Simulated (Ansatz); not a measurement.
# Preparing SiO2 (P3_221) as a host crystal, part 3 of 3

Before any defect goes in: SiO2 (P3_221) at rest, and how it screens a charge.

Ansatz 0.2.0; plane-wave PAW DFT, PBEsol; relaxation of the host's cell and atoms; PAW set soft_1 (the session's first sound run).

So far. Step 3 (Dielectric tensors of the host): The principal values of the electronic dielectric tensor are 2.49, 2.49 and 2.52. The principal values of the static dielectric tensor are 4.63, 4.63 and 4.85.

### 7. Defect free supercell relaxed from displaced atoms

This step: plane-wave PAW DFT, PBEsol; relaxation of the defect-free supercell from random displacements, a test of the host's stability; PAW set soft_1 (Ansatz 0.2.0).

The input, pristine.rattled/input.yaml:

```yaml
crystal:
  lattice:
    - [9.8964740142, 0.0, 0.0]
    - [-4.9482370071, 8.5705979042, 0.0]
    - [0.0, 0.0, 10.882482169]
  atoms:
    - { symbol: Si, position: [0.0, 0.2351313908, 0.1666666666] }
    - { symbol: Si, position: [0.2648686092, 0.2648686092, 0.0] }
    - { symbol: Si, position: [0.2351313908, 0.0, 0.3333333334] }
    - { symbol: O, position: [0.0726788064, 0.3664325837, 0.2739904843] }
    - { symbol: O, position: [0.2937537774, 0.4273211936, 0.440657151] }
    - { symbol: O, position: [0.1335674163, 0.2062462226, 0.1073238176] }
    - { symbol: O, position: [0.2062462226, 0.1335674163, 0.3926761824] }
    - { symbol: O, position: [0.4273211936, 0.2937537774, 0.059342849] }
    - { symbol: O, position: [0.3664325837, 0.0726788064, 0.2260095157] }
    - { symbol: Si, position: [0.0, 0.2351313908, 0.6666666666] }
    - { symbol: Si, position: [0.2648686092, 0.2648686092, 0.5] }
    - { symbol: Si, position: [0.2351313908, 0.0, 0.8333333333] }
    - { symbol: O, position: [0.0726788064, 0.3664325837, 0.7739904843] }
    - { symbol: O, position: [0.2937537774, 0.4273211936, 0.940657151] }
    - { symbol: O, position: [0.1335674163, 0.2062462226, 0.6073238176] }
    - { symbol: O, position: [0.2062462226, 0.1335674163, 0.8926761824] }
    - { symbol: O, position: [0.4273211936, 0.2937537774, 0.559342849] }
    - { symbol: O, position: [0.3664325837, 0.0726788064, 0.7260095157] }
    - { symbol: Si, position: [0.0, 0.7351313908, 0.1666666666] }
    - { symbol: Si, position: [0.2648686092, 0.7648686092, 0.0] }
    - { symbol: Si, position: [0.2351313908, 0.5, 0.3333333334] }
    - { symbol: O, position: [0.0726788064, 0.8664325837, 0.2739904843] }
    - { symbol: O, position: [0.2937537774, 0.9273211936, 0.440657151] }
    - { symbol: O, position: [0.1335674163, 0.7062462226, 0.1073238176] }
    - { symbol: O, position: [0.2062462226, 0.6335674163, 0.3926761824] }
    - { symbol: O, position: [0.4273211936, 0.7937537774, 0.059342849] }
    - { symbol: O, position: [0.3664325837, 0.5726788064, 0.2260095157] }
    - { symbol: Si, position: [0.0, 0.7351313908, 0.6666666666] }
    - { symbol: Si, position: [0.2648686092, 0.7648686092, 0.5] }
    - { symbol: Si, position: [0.2351313908, 0.5, 0.8333333333] }
    - { symbol: O, position: [0.0726788064, 0.8664325837, 0.7739904843] }
    - { symbol: O, position: [0.2937537774, 0.9273211936, 0.940657151] }
    - { symbol: O, position: [0.1335674163, 0.7062462226, 0.6073238176] }
    - { symbol: O, position: [0.2062462226, 0.6335674163, 0.8926761824] }
    - { symbol: O, position: [0.4273211936, 0.7937537774, 0.559342849] }
    - { symbol: O, position: [0.3664325837, 0.5726788064, 0.7260095157] }
    - { symbol: Si, position: [0.5, 0.2351313908, 0.1666666666] }
    - { symbol: Si, position: [0.7648686092, 0.2648686092, 0.0] }
    - { symbol: Si, position: [0.7351313908, 0.0, 0.3333333334] }
    - { symbol: O, position: [0.5726788064, 0.3664325837, 0.2739904843] }
    - { symbol: O, position: [0.7937537774, 0.4273211936, 0.440657151] }
    - { symbol: O, position: [0.6335674163, 0.2062462226, 0.1073238176] }
    - { symbol: O, position: [0.7062462226, 0.1335674163, 0.3926761824] }
    - { symbol: O, position: [0.9273211936, 0.2937537774, 0.059342849] }
    - { symbol: O, position: [0.8664325837, 0.0726788064, 0.2260095157] }
    - { symbol: Si, position: [0.5, 0.2351313908, 0.6666666666] }
    - { symbol: Si, position: [0.7648686092, 0.2648686092, 0.5] }
    - { symbol: Si, position: [0.7351313908, 0.0, 0.8333333333] }
    - { symbol: O, position: [0.5726788064, 0.3664325837, 0.7739904843] }
    - { symbol: O, position: [0.7937537774, 0.4273211936, 0.940657151] }
    - { symbol: O, position: [0.6335674163, 0.2062462226, 0.6073238176] }
    - { symbol: O, position: [0.7062462226, 0.1335674163, 0.8926761824] }
    - { symbol: O, position: [0.9273211936, 0.2937537774, 0.559342849] }
    - { symbol: O, position: [0.8664325837, 0.0726788064, 0.7260095157] }
    - { symbol: Si, position: [0.5, 0.7351313908, 0.1666666666] }
    - { symbol: Si, position: [0.7648686092, 0.7648686092, 0.0] }
    - { symbol: Si, position: [0.7351313908, 0.5, 0.3333333334] }
    - { symbol: O, position: [0.5726788064, 0.8664325837, 0.2739904843] }
    - { symbol: O, position: [0.7937537774, 0.9273211936, 0.440657151] }
    - { symbol: O, position: [0.6335674163, 0.7062462226, 0.1073238176] }
    - { symbol: O, position: [0.7062462226, 0.6335674163, 0.3926761824] }
    - { symbol: O, position: [0.9273211936, 0.7937537774, 0.059342849] }
    - { symbol: O, position: [0.8664325837, 0.5726788064, 0.2260095157] }
    - { symbol: Si, position: [0.5, 0.7351313908, 0.6666666666] }
    - { symbol: Si, position: [0.7648686092, 0.7648686092, 0.5] }
    - { symbol: Si, position: [0.7351313908, 0.5, 0.8333333333] }
    - { symbol: O, position: [0.5726788064, 0.8664325837, 0.7739904843] }
    - { symbol: O, position: [0.7937537774, 0.9273211936, 0.940657151] }
    - { symbol: O, position: [0.6335674163, 0.7062462226, 0.6073238176] }
    - { symbol: O, position: [0.7062462226, 0.6335674163, 0.8926761824] }
    - { symbol: O, position: [0.9273211936, 0.7937537774, 0.559342849] }
    - { symbol: O, position: [0.8664325837, 0.5726788064, 0.7260095157] }
basis:
  ecutwfc: 420
  xc_grid: 2
hamiltonian:
  xc: pbesol
  pseudopotentials: { kind: paw, azcp: { folder: soft_1 }, xc_functional: pbe }
kpoints:
  mp_grid: { grid: [1, 1, 1], shift: [0.25, 0.25, 0.25] }
scf:
  occupations: { method: fermi_dirac, width: 0.01 }
  max_iter: 80
output:
  forces: true
relax:
  f_tol: 0.01
  max_steps: 120
  random_displacement: { amplitude: 0.08, seed: 6618 }
checkpoint:
  write: "../pristine.rattled.run"
  compress: false
  write_wavefunctions: false
  write_every: 100000
```

Started as:

```console
ansatz run input.yaml --threads 4 --pin off --max-ram 7536MiB --backend cpu --events-out ev --progress --plain --runs-dir out
```

Numbers of over 12 decimals in the logs are rounded to 6 here.

What it wrote:

```text
[...]
Crystal: 72 atoms, lattice volume = 923.038 Å³
Basis set: ecut = 420 eV, 18049 PW (Γ), exchange–correlation on 144×144×150 points (8 copies of the dense FFT grid, shifted against one another)
Bands: 264, of which v1, the nominal top of the filled ones, is band 192 counted from 1 (191 counted from 0)
Symmetry: 1 space group operations
k-points: 1
[...]
SCF iter   1: F=—  HF=-41946.993357 eV  |F-HF|=—  |Δ(HF+E_count)|=         —  Δρ=1.24e-1  dr2=1.29e2  ethr=3.10e-3  ⟨swp⟩=6.0  Hψ=1178  notcnv=0  defer=28
[...]
SCF iter  10: F=-41910.531739 eV  HF=-41910.531739 eV  |F-HF|=1.40e-8  |Δ(HF+E_count)|=   8.05e-8  Δρ=9.71e-6  dr2=6.38e-7  ethr=6.51e-10  ⟨swp⟩=5.0  Hψ=798  notcnv=0
SCF 1 converged in 10 iterations: F = -41910.531739 eV  dr2 = 6.38e-7
[...]
relax step   1: F+E_penalty+E_count = -41910.53173920 eV  Δ(F+E_penalty+E_count) = +0.000e0 eV  max|allowed force component| = 7.860e0 eV/Å  Δτ_max = 0.0000 Å  (10 SCF iters, dr2 threshold 2.50e-6 eV, accepted)
[...]
relax step   2: F+E_penalty+E_count = -41915.69048455 eV  Δ(F+E_penalty+E_count) = -5.159e0 eV  max|allowed force component| = 4.537e0 eV/Å  Δτ_max = 0.0595 Å  (6 SCF iters, dr2 threshold 1.00e-4 eV, accepted)
relax step   3: F+E_penalty+E_count = -41919.01832998 eV  Δ(F+E_penalty+E_count) = -3.328e0 eV  max|allowed force component| = 9.193e-2 eV/Å  Δτ_max = 0.0807 Å  (7 SCF iters, dr2 threshold 1.00e-4 eV, accepted)
relax step   4: F+E_penalty+E_count = -41919.02682852 eV  Δ(F+E_penalty+E_count) = -8.499e-3 eV  max|allowed force component| = 5.900e-3 eV/Å  Δτ_max = 0.0275 Å  (7 SCF iters, dr2 threshold 5.28e-7 eV, accepted)
[...]
SCF iter   3: F=-41919.026829 eV  HF=-41919.026829 eV  |F-HF|=2.07e-8  |Δ(HF+E_count)|=   3.65e-8  Δρ=9.43e-7  dr2=1.18e-8  ethr=8.08e-12  ⟨swp⟩=2.0  Hψ=700  notcnv=0
SCF 5 converged in 3 iterations: F = -41919.026829 eV  dr2 = 1.18e-8
relax step   5: F+E_penalty+E_count = -41919.02682855 eV  Δ(F+E_penalty+E_count) = -3.780e-8 eV  max|allowed force component| = 5.903e-3 eV/Å  Δτ_max = 0.0000 Å  (3 SCF iters, accepted)
SCF converged after 3 iterations
Free energy (F): -41919.026829 eV
[...]
Internal energy: -41919.026829 eV  (E = F + TS)
E sigma→0 (E₀):  -41919.026829 eV
Fermi energy:    5.491289 eV
[...]
--- Forces (eV/Å), atoms counted from 1 ---
  atom   1  Si     0.00361348     0.00213125    -0.00287753
  atom   2  Si     0.00072241    -0.00063212     0.00173483
  atom   3  Si     0.00058253     0.00353250     0.00093878
  atom   4  O     -0.00164375    -0.00152417    -0.00091053
  atom   5  O     -0.00047661     0.00178174     0.00185065
  atom   6  O     -0.00265305    -0.00197590     0.00459539
  atom   7  O     -0.00206840     0.00051878    -0.00471299
  atom   8  O     -0.00172000     0.00455801     0.00051532
  atom   9  O     -0.00200853    -0.00368557     0.00082299
  atom  10  Si     0.00089416     0.00030624    -0.00014921
  atom  11  Si    -0.00010760     0.00118011    -0.00092133
  atom  12  Si     0.00263257    -0.00053157    -0.00070991
  atom  13  O     -0.00028575    -0.00170654     0.00143029
  atom  14  O      0.00590309     0.00273069    -0.00379969
  atom  15  O     -0.00185967    -0.00331805     0.00467349
  atom  16  O     -0.00013498    -0.00330957     0.00009457
  atom  17  O     -0.00039860     0.00126949     0.00071621
  atom  18  O      0.00070477    -0.00241426    -0.00095414
  atom  19  Si     0.00116311     0.00343010    -0.00321233
  atom  20  Si     0.00133473    -0.00127293     0.00131307
  atom  21  Si     0.00192545     0.00102781     0.00206103
  atom  22  O     -0.00215061    -0.00166941    -0.00113552
  atom  23  O      0.00062119     0.00111807    -0.00087195
  atom  24  O     -0.00309521     0.00006556     0.00353481
  atom  25  O     -0.00083603     0.00033642    -0.00395011
  atom  26  O     -0.00158325     0.00458748     0.00048926
  atom  27  O     -0.00064097    -0.00247279     0.00212448
  atom  28  Si    -0.00027582     0.00206846    -0.00066455
  atom  29  Si    -0.00106631    -0.00086843    -0.00029944
  atom  30  Si     0.00195554     0.00201606     0.00160237
  atom  31  O      0.00001499    -0.00309129     0.00189376
  atom  32  O      0.00480604     0.00310405    -0.00311929
  atom  33  O     -0.00195313    -0.00317625     0.00310004
  atom  34  O     -0.00071973    -0.00334929    -0.00151559
  atom  35  O     -0.00127208     0.00365357     0.00089947
  atom  36  O     -0.00373367    -0.00324499     0.00051939
  atom  37  Si     0.00214561     0.00267622    -0.00181574
  atom  38  Si     0.00182107    -0.00238914     0.00195565
  atom  39  Si     0.00161566     0.00291552     0.00330500
  atom  40  O     -0.00163985    -0.00173132    -0.00091375
[...]
atom  61  O      0.00085130    -0.00281675    -0.00175340
  atom  62  O     -0.00020253     0.00318007    -0.00182623
  atom  63  O     -0.00320897    -0.00325477    -0.00022625
  atom  64  Si     0.00081605     0.00099884    -0.00271102
  atom  65  Si    -0.00165270    -0.00106357     0.00015954
  atom  66  Si     0.00092152     0.00182651     0.00141321
  atom  67  O     -0.00384512    -0.00142101     0.00154881
  atom  68  O      0.00088674     0.00303488    -0.00181052
  atom  69  O     -0.00193365    -0.00292179     0.00127708
  atom  70  O      0.00139359    -0.00318596    -0.00261729
  atom  71  O      0.00208903     0.00386847     0.00316438
  atom  72  O     -0.00159109    -0.00421545    -0.00078662
  max |Σ_I F_I| component: 4.08e-6 eV/Å
--- Relaxed structure (5 steps of the walk, 5 accepted, 0 SCFs on fresh bases) ---
  F+E_penalty+E_count = -41919.02682855 eV   max|allowed force component| = 5.903e-3 eV/Å
  atoms:
    - { symbol: Si, position: [-0.000928, 0.235286, 0.166512] }
    - { symbol: Si, position: [0.263962, 0.265485, -0.000231] }
    - { symbol: Si, position: [0.234645, -2.0110267600092417e-5, 0.333077] }
    - { symbol: O, position: [0.071773, 0.366159, 0.274144] }
    - { symbol: O, position: [0.293901, 0.427533, 0.439792] }
    - { symbol: O, position: [0.132645, 0.206450, 0.107105] }
    - { symbol: O, position: [0.205717, 0.133349, 0.392730] }
    - { symbol: O, position: [0.426417, 0.294200, 0.059001] }
    - { symbol: O, position: [0.365434, 0.072885, 0.225393] }
    - { symbol: Si, position: [-0.000373, 0.235818, 0.666281] }
    - { symbol: Si, position: [0.264623, 0.265196, 0.499631] }
    - { symbol: Si, position: [0.234173, 0.000742, 0.833084] }
    - { symbol: O, position: [0.072274, 0.367273, 0.773487] }
    - { symbol: O, position: [0.292548, 0.428024, 0.940827] }
    - { symbol: O, position: [0.133330, 0.207202, 0.606912] }
    - { symbol: O, position: [0.205515, 0.134612, 0.892099] }
    - { symbol: O, position: [0.427014, 0.294139, 0.559133] }
    - { symbol: O, position: [0.365714, 0.073191, 0.725936] }
    - { symbol: Si, position: [-0.000902, 0.735066, 0.166566] }
    - { symbol: Si, position: [0.263935, 0.765493, -0.000368] }
    - { symbol: Si, position: [0.234403, 0.500073, 0.333015] }
    - { symbol: O, position: [0.072119, 0.866073, 0.274079] }
    - { symbol: O, position: [0.293921, 0.927543, 0.440101] }
    - { symbol: O, position: [0.132464, 0.706125, 0.106874] }
    - { symbol: O, position: [0.205492, 0.633341, 0.392902] }
    - { symbol: O, position: [0.426488, 0.794623, 0.058963] }
    - { symbol: O, position: [0.364979, 0.573059, 0.225192] }
    - { symbol: Si, position: [-0.000438, 0.735830, 0.666259] }
    - { symbol: Si, position: [0.264625, 0.765155, 0.499851] }
    - { symbol: Si, position: [0.234587, 0.500763, 0.833060] }
    - { symbol: O, position: [0.071841, 0.867257, 0.773518] }
    - { symbol: O, position: [0.292242, 0.927944, 0.940721] }
    - { symbol: O, position: [0.133494, 0.707262, 0.607269] }
    - { symbol: O, position: [0.205894, 0.634678, 0.891950] }
    - { symbol: O, position: [0.427034, 0.793899, 0.559156] }
    - { symbol: O, position: [0.366274, 0.573153, 0.726001] }
    - { symbol: Si, position: [0.499075, 0.235443, 0.166248] }
    - { symbol: Si, position: [0.764352, 0.265533, -0.000254] }
    - { symbol: Si, position: [0.734103, 0.000145, 0.333001] }
    - { symbol: O, position: [0.571662, 0.366467, 0.273785] }
    - { symbol: O, position: [0.792541, 0.427428, 0.440587] }
    - { symbol: O, position: [0.632803, 0.206850, 0.106871] }
    - { symbol: O, position: [0.705432, 0.133854, 0.392341] }
    - { symbol: O, position: [0.926670, 0.294350, 0.059310] }
    - { symbol: O, position: [0.865195, 0.072751, 0.225520] }
    - { symbol: Si, position: [0.499529, 0.235462, 0.666545] }
    - { symbol: Si, position: [0.764042, 0.265035, 0.499763] }
    - { symbol: Si, position: [0.734947, 0.000697, 0.833129] }
    - { symbol: O, position: [0.572402, 0.366823, 0.773800] }
    - { symbol: O, position: [0.793399, 0.428051, 0.940436] }
    - { symbol: O, position: [0.632921, 0.206261, 0.607248] }
    - { symbol: O, position: [0.705994, 0.134244, 0.892414] }
    - { symbol: O, position: [0.926614, 0.294034, 0.558930] }
    - { symbol: O, position: [0.866261, 0.073397, 0.725822] }
    - { symbol: Si, position: [0.498900, 0.735556, 0.166171] }
    - { symbol: Si, position: [0.764178, 0.765379, -0.000179] }
    - { symbol: Si, position: [0.734106, 0.500082, 0.333112] }
    - { symbol: O, position: [0.571606, 0.866464, 0.273790] }
    - { symbol: O, position: [0.792851, 0.927557, 0.440304] }
    - { symbol: O, position: [0.632400, 0.706633, 0.106770] }
    - { symbol: O, position: [0.705427, 0.633881, 0.392259] }
    - { symbol: O, position: [0.926347, 0.794045, 0.059571] }
    - { symbol: O, position: [0.865438, 0.572581, 0.225796] }
    - { symbol: Si, position: [0.499839, 0.735541, 0.666565] }
    - { symbol: Si, position: [0.764324, 0.765208, 0.499590] }
    - { symbol: Si, position: [0.734768, 0.500667, 0.833055] }
    - { symbol: O, position: [0.572594, 0.866958, 0.773778] }
    - { symbol: O, position: [0.793476, 0.927996, 0.940516] }
    - { symbol: O, position: [0.633445, 0.706703, 0.607248] }
    - { symbol: O, position: [0.705841, 0.634215, 0.892387] }
    - { symbol: O, position: [0.926929, 0.794061, 0.558600] }
    - { symbol: O, position: [0.865985, 0.573432, 0.725679] }
```

Elapsed: 56 s, on 4 threads of Arm Neoverse V1, shared host; peak memory 1.5 GiB.

The steps of the relaxation:

```tsv
step	energy less that of the first step (eV)	largest force component (eV/Å)
1	0.0000	7.8596
2	-5.1587	4.5365
3	-8.4866	0.0919
4	-8.4951	0.0059
5	-8.4951	0.0059
```

The atoms that moved most (Å, from the sites as typed, ahead of the random displacement, the mean shift of all atoms taken out):

```tsv
atom	dx	dy	dz	length
O5	0.009	-0.002	-0.006	0.011
O32	-0.010	0.002	0.004	0.010
O27	-0.008	0.000	-0.006	0.010
O23	0.009	-0.002	-0.003	0.010
O14	-0.007	0.003	0.005	0.009
O22	0.005	-0.006	0.004	0.009
O34	-0.001	0.006	-0.005	0.008
O25	0.002	-0.005	0.005	0.008
```

The relaxation ends 118 meV an atom lower than the displaced start, with a largest force component of 0.0059 eV/Å.

### 8. Results

```
primitive cell vectors, lengths                                      : 4.948, 4.948, 5.441 Å
electronic dielectric constant                                       : principal values (2.49, 2.49, 2.52)
static dielectric constant                                           : principal values (4.63, 4.63, 4.85)
gap on the k-mesh of the response run (PBEsol)                       : 5.72 eV
supercell relaxed in its symmetry less the displaced and relaxed one : 0.000 eV
energy an atom at one point at (¼, ¼, ¼) less that on the dense mesh : 0.000 eV
```

Step 7: The energy fell by 8.495 eV from the randomly displaced start; against the sites as typed, O5 ends farthest off, by 0.01 Å, once the mean shift is taken out. The displaced cell ends within 0.01 eV of the symmetric one relaxed in its symmetry, so no lower structure shows in this supercell. The k-mesh can miss the band edges, so this gap is an upper bound at this level. All at zero temperature.

[Logs are printed without paths, hosts, clocks, repeated set-up lines and the standing remarks that a program may print on its own settings, such as how far it seeks lower states.]

[Hosts, paths, dates, database ids (printed as entryN), source tags and the programs' standing remarks are cut or masked in the printed files.]

[Runs of the host that timed out are not shown.]

[For some hosts the program warned that the k-mesh of the response run may be too coarse for force constants and the static dielectric constant; such warnings are not always shown.]
